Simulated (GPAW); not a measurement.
# Sc (P-1) in GPAW: single point with PBE

Aim: the single point of Sc with PBE.

Everything below comes from runs of GPAW 26.7.0. Logs are shortened: lines on timing, memory, paths and dates and some standing lists are left out, and cuts for length are marked. The log counts tension as positive stress, the text compression.

## 1. The cell of the first run

The typed cell holds 1 atom: a = 3.160 Å, b = 3.163 Å, c = 3.307 Å, α = 60.36°, β = 63.43°, γ = 62.05°.

This isn't the form of Sc at room conditions, which is hcp.

## 2. Single point, PBE (cell strained at random at fixed volume)

File run.py:

```python
from ase import Atoms
from ase.dft.bandgap import bandgap
from ase.io import write
from ase.units import GPa
from gpaw import GPAW, PW

atoms = Atoms(['Sc'],
              cell=[[3.159626, 0.000599, -0.028984],
                    [1.48278, 2.793188, 0.067354],
                    [1.504481, 0.986162, 2.774501]],
              scaled_positions=[[0.012735, -0.002434, -0.012965]],
              pbc=True)

calc = GPAW(mode=PW(600),
            xc='PBE',
            kpts={'size': (10, 10, 10), 'gamma': True},
            occupations={'name': 'fermi-dirac', 'width': 0.05},
            nbands=14,
            convergence={'density': 1e-05, 'energy': 1e-05},
            maxiter=150,
            txt='gpaw.txt')
atoms.calc = calc
energy = atoms.get_potential_energy()
forces = atoms.get_forces()
stress = atoms.get_stress()
calc.write('gs.gpw')
write('result.traj', atoms)
print(f'Energy: {energy:.6f} eV')
print('Forces (eV/A):')
print(forces.round(4))
print('Stress (GPa):', (stress / GPa).round(3))
print('Fermi level:', round(calc.get_fermi_level(), 4), 'eV')
print(f'Gap: {bandgap(calc)[0]:.4f} eV, direct: {bandgap(calc, direct=True)[0]:.4f} eV')
```

Potentials or basis: GPAW PAW data sets (gpaw-data 1.2.1), pw.

On the command line:

```sh
> OMP_NUM_THREADS=1 python run.py
```

gpaw.txt:

```text
__  _  _
 | _ |_)|_||  |
 |__||  | ||/\| - 26.7.0

Input parameters:
  mode=PW(ecut=600.0),
  convergence={'density': 1e-05, 'energy': 1e-05},
  kpts=MonkhorstPack(size=(10, 10, 10), gamma=True),
  maxiter=150,
  nbands=14,
  occupations=Occupations(name='fermi-dirac', width=0.05),
  xc=XC(name='PBE')

Diagonalizing LCAO Hamiltonian
Converting LCAO to pw mode

       Sc

Atoms  # Å, Bohr magnetons
|   | symbol |        x |         y |         z |    initial magnetic moments |
|---|--------|----------|-----------|-----------|-----------------------------|
| 0 |     Sc | 0.017123 | -0.019577 | -0.036504 | ( 0.0000,  0.0000,  0.0000) |

Unit cell  # Å
| periodic |        x |        y |         z |  lengths |    angles |
|----------|----------|----------|-----------|----------|-----------|
|      yes | 3.159626 | 0.000599 | -0.028984 | 3.159759 | 60.362114 |
|      yes | 1.482780 | 2.793188 |  0.067354 | 3.163080 | 63.427539 |
|      yes | 1.504481 | 0.986162 |  2.774501 | 3.306635 | 62.048131 |

Number of symmetries: 1
Symmetry operations  # r_c * U_cc + t_c -> r_c
|   | kind |            matrix            |
|---|------|------------------------------|
| 0 |  E   |  1, 0, 0,  0, 1, 0,  0, 0, 1 |

BZ-sampling:
  Number of BZ points: 1000
  Number of IBZ points: 504

  Monkhorst-Pack size: [10, 10, 10]
  Monkhorst-Pack shift: [0.05, 0.05, 0.05]

K-points  # in reciprocal-cell coordinates
|     |                                coordinates |     weight |
|-----|--------------------------------------------|------------|
|   0 | (  0.00000000,   0.00000000,   0.00000000) | 0.00100000 |
|   1 | (  0.00000000,   0.00000000,   0.10000000) | 0.00200000 |
|   2 | (  0.00000000,   0.00000000,   0.20000000) | 0.00200000 |
|   3 | (  0.00000000,   0.00000000,   0.30000000) | 0.00200000 |
|   4 | (  0.00000000,   0.00000000,   0.40000000) | 0.00200000 |
|   5 | (  0.00000000,   0.00000000,   0.50000000) | 0.00100000 |
|   6 | (  0.00000000,   0.10000000,  -0.40000000) | 0.00200000 |
|   7 | (  0.00000000,   0.10000000,  -0.30000000) | 0.00200000 |
|   8 | (  0.00000000,   0.10000000,  -0.20000000) | 0.00200000 |
|   9 | (  0.00000000,   0.10000000,  -0.10000000) | 0.00200000 |
| ... |                                            |            |
| 503 | (  0.50000000,   0.50000000,   0.50000000) | 0.00100000 |

Plane wave coefficients: 828
Cutoff: 600.0 eV

Spin-components: 1 (collinear spins)
Bands:           14
Projectors:      6
Spin-degeneracy: 2
Datatype:        complex128

Parallelization:
  kpt:    1
  domain: 1
  band:   1

Density:
  Valence electrons: 11.0
  Components: 1
  Grid points: [18 18 20]
  Charge: 0.0  # |e|

Potential:
  Grid points: [18 18 20]

species:
  Sc:
    name:    Scandium
    Z:       21.0
    valence: 11
    core:    10
    charge:  0.0  # [|e|]
    compensation charges:
      type: gauss
      rc: 0.39  # [Å]
      lmax: 2
    cutoffs:
      filter: 2.14  # [Å]
      core: 1.08  # [Å]
    projectors
    | kind |    occ | energy [eV] | rcut [Å] |
    |------|--------|-------------|----------|
    |   3s |  2.000 |     -55.031 |    1.228 |
    |   4s |  2.000 |      -4.183 |    1.228 |
    |   3p |  6.000 |     -33.625 |    1.281 |
    |   4p |  0.000 |      -1.467 |    1.281 |
    |   3d |  1.000 |      -3.233 |    1.196 |
    |    d |        |      23.979 |    1.196 |

    Using partial waves for Sc as LCAO basis

Reference energy: -20788.883120  # eV

eigensolver:
  PPCG
  Converge bands: occupied
  niter=2

density mixing:
  MSR1-Mixer
  Pratt-step length: 0.05
  Maximum mixing coefficient: 0.75
  Old densities: 10
  SVD Regularization: 0.005
  Good broyden scale: 1.0
  Trust region scale: 1.0
  Backstep threshold: 4.0
  History deletion threshold: 6.0
  Fourier metric: weight=20.0, sigma=0.015

occupation numbers:
  Fermi-Dirac:
    width: 0.0500  # eV

poisson solver:
  ecut: 4800.0  # eV

xc functional:
  name: PBE with 2 nearest neighbor stencil

convergence criteria:
- Maximum integral of absolute [dens]ity change: 1e-05 electrons / valence electron
- Maximum [total energy] change in last 3 cyles: 1e-05 eV / valence electron
- Maximum integral of absolute [eigenst]ate change: 4e-08 eV^2 / valence electron
maximum number of iterations: 150

SCF iterations
|iter     | |      energy | eigst |  dens |
|---------|-|-------------|-------|-------|
|iter:   1| |   -4.682655 | +0.17 |       |
|iter:   2| |   -4.664687 | -1.80 | -1.39 |
|iter:   3| |   -4.595633 | -1.58 | -1.43 |
|iter:   4| |   -4.598387 | -3.04 | -2.03 |
|iter:   5| |   -4.599362 | -3.82 | -2.33 |
|iter:   6| |   -4.599362 | -5.89 | -3.65 |
|iter:   7| |   -4.599363c| -6.71 | -4.13 |
|iter:   8| |   -4.599363c| -7.67c| -5.02c|

Converged in 8 steps
Energy contributions relative to reference atoms: (reference = -20788.883120)

Energy contributions:
  Kinetic:          -0.354174
  Coulomb:           0.709753
  Zero:              0.155712
  External:          0.000000
  Xc:               -5.102240
  Entropy:          -0.016826
  Spinorbit:         0.000000
  ----------------------------
  Free energy:      -4.607775
  Extrapolated:     -4.599363

dipole moment: (-0.324556, 9.947768, 7.373548)  # |e|*Ang

Fermi level: 5.792
Eigenvalues  # (at kpt = [0.000, 0.000, 0.000])
| band index |      eig [eV] | occ [0-2] |
|------------|---------------|-----------|
|          0 |       -43.635 |     2.000 |
|          1 |       -22.060 |     2.000 |
|          2 |       -22.036 |     2.000 |
|          3 |       -22.017 |     2.000 |
|          4 |         0.591 |     2.000 |
|          5 |         6.997 |     0.000 |
|          6 |         7.422 |     0.000 |
|          7 |         7.714 |     0.000 |
|          8 |         8.653 |     0.000 |
|          9 |         8.989 |     0.000 |
|         10 |        18.138 |     0.000 |
|         11 |        20.630 |     0.000 |
|         12 |        22.019 |     0.000 |
|         13 |        22.638 |     0.000 |

No gap
No difference between direct/indirect transitions

Forces  # eV/Ang
|        x |       y |        z |
|----------|---------|----------|
| -0.00000 | 0.00000 | -0.00000 |  # Sc   0

Stress tensor  # eV/Ang^3
|         x |         y |         z |
|-----------|-----------|-----------|
| -0.013292 | -0.007251 | -0.004546 |
| -0.007251 | -0.012726 |  0.004390 |
| -0.004546 |  0.004390 |  0.012256 |

# Writing to gs.gpw (mode='')
```

It took 31 s on 1 thread of AMD EPYC 9R45 (Zen 5), shared host; peak memory 0.29 GiB.

Results:

* Free energy: -4.6078 eV
* Pressure: 0.7 GPa
* Band gap on the k mesh: none (metal or under the smearing width)

Stress tensor (GPa, compression positive):
```
 2.13  1.16  0.73
 1.16  2.04 -0.70
 0.73 -0.70 -1.96
```
